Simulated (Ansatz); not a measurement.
A plane-wave DFT run in Ansatz 0.2.0 (scalar-relativistic PAW potentials unless the input names others): input and command.

```yaml
crystal:
  lattice:
    - [-1.5048963103, 1.7489335498, 1.32032985]
    - [1.5048963103, -1.7489335498, 1.32032985]
    - [1.5048963103, 1.7489335498, -1.32032985]
  atoms:
    - { symbol: Si, position: [0.0, 0.0, 0.0] }
basis:
  ecutwfc: 420
  precision: f64
kpoints:
  mp_grid: { grid: [22, 22, 22] }
hamiltonian:
  xc: pbesol
scf:
  occupations: { method: gaussian, width: 0.15 }
  eigensolver: { kind: davidson }
output:
  forces: true
  eigenvalues: true
  stress: true
```

```bash
ansatz run input.yaml --threads 1 --pin off --max-ram 2560MiB --backend cpu --events-out ev --progress --plain --runs-dir out
```

Abridged log:
```
Pseudopotentials: kind: paw
Pseudopotential: Si, paw, valence charge 4, recommended cutoff 420 eV (normal)
Functional definition: PBEsol
Crystal: 1 atom, lattice volume = 13.900 Å³
Basis set: ecut = 420 eV, 289 PW (Γ), exchange–correlation on 36×36×36 points (8 copies of the dense FFT grid, shifted against one another)
Bands: 6, of which v1, the nominal top of the filled ones, is band 2 counted from 1 (1 counted from 0)
Symmetry: 8 space group operations
Space group: Immm (ITA 71), of the structure as read, at distance tolerance 2.4e-5 Å
k-points: 1530 of 10648
Initial density: superposition of atomic densities (neutral atoms: chi_scale 0, normalization atom), corrected by the library's trained network
Initial wavefunctions: pseudopotential atomic-orbital guess
Functional: x = pbesol(κ = 0.804, μ = 0.12345679), c = pbesol(β = 0.046)
SCF iter   1: F=—  HF=-621.105675 eV  |F-HF|=—  |Δ(HF+E_count)|=         —  Δρ=1.76e-3  dr2=2.64e-4  ethr=1.77e-3  ⟨swp⟩=5.9  Hψ=43015  notcnv=1
SCF iter   2: F=—  HF=-621.105645 eV  |F-HF|=—  |Δ(HF+E_count)|=   2.98e-5  Δρ=8.22e-4  dr2=5.07e-5  ethr=6.60e-6  ⟨swp⟩=2.0  Hψ=12648  notcnv=0  defer=34
SCF iter   3: F=—  HF=-621.105648 eV  |F-HF|=—  |Δ(HF+E_count)|=   3.05e-6  Δρ=6.63e-5  dr2=2.03e-7  ethr=3.84e-9  ⟨swp⟩=4.0  Hψ=30764  notcnv=0  defer=1
SCF iter   4: F=-621.105648 eV  HF=-621.105648 eV  |F-HF|=2.30e-9  |Δ(HF+E_count)|=   1.04e-7  Δρ=8.77e-6  dr2=7.37e-9  ethr=3.84e-9  ⟨swp⟩=2.0  Hψ=12351  notcnv=0  defer=1
SCF iter   5: F=-621.105648 eV  HF=-621.105648 eV  |F-HF|=3.79e-11  |Δ(HF+E_count)|=   1.38e-9  Δρ=2.15e-6  dr2=2.93e-10  ethr=1.84e-10  ⟨swp⟩=2.6  Hψ=13310  notcnv=0  defer=1
SCF iter   6: F=-621.105648 eV  HF=-621.105648 eV  |F-HF|=5.68e-13  |Δ(HF+E_count)|=  1.41e-11  Δρ=1.58e-7  dr2=1.35e-12  ethr=7.32e-12  ⟨swp⟩=2.3  Hψ=13193  notcnv=0
the search or the solves at the SCF's close seem to have found levels that the self-consistency loop had missed (the run counts 6). By its estimate they hold under 1e-12 electrons; where the run keeps them, the occupations were computed again with them
SCF 1 converged in 6 iterations: F = -621.105648 eV  dr2 = 1.35e-12
  Residual-converged pass: ⟨swp⟩=1.8  Hψ=11015  notcnv=0  max |occ|·‖R‖ = 6.6e-6 eV (tolerance 6.7e-6 eV) dr2=1.52e-12  dr2_onsite=1.12e-12  max |Δocc| = 4.9e-10
SCF converged after 6 iterations
Free energy (F): -621.105648 eV
Harris-Foulkes:  -621.105648 eV  (|F-HF|=5.68e-13)
Internal energy: -621.101176 eV  (E = F + TS)
E sigma→0 (E₀):  -621.103412 eV
Entropy (-TS):   -0.004473 eV (-4.473 meV/atom)
Fermi energy:    11.199357 eV
--- Forces (eV/Å), atoms counted from 1 ---
  atom   1  Si     0.00000000     0.00000000     0.00000000
--- Stress (GPa, compression-positive) ---
        4.412133       0.000000       0.000000
        0.000000      -1.288458       0.000000
        0.000000       0.000000       1.935789
  P = ⅓ Tr σ = 1.6865 GPa (16.865 kbar)
```

Apart from outputs and empty bands, the input differs from a reference run on usual settings in scf.eigensolver.kind: not typed → "davidson"; basis.precision: not typed → "f64". The reference, at the same geometry (not necessarily relaxed), gave pressure 1.69 GPa, largest force 0.000 eV/Å, no gap on the mesh. This run converged in 6 SCF iterations (reference: 6) with an energy at zero smearing within 0.01 meV/atom of the reference's, pressure 1.69 GPa, largest force 0.000 eV/Å, no gap on the mesh.

Time: 25 s on 1 thread of Intel(R) Xeon(R) Processor @ 2.50GHz (Skylake/Cascade Lake) (shared host), peak memory 0.4 GiB.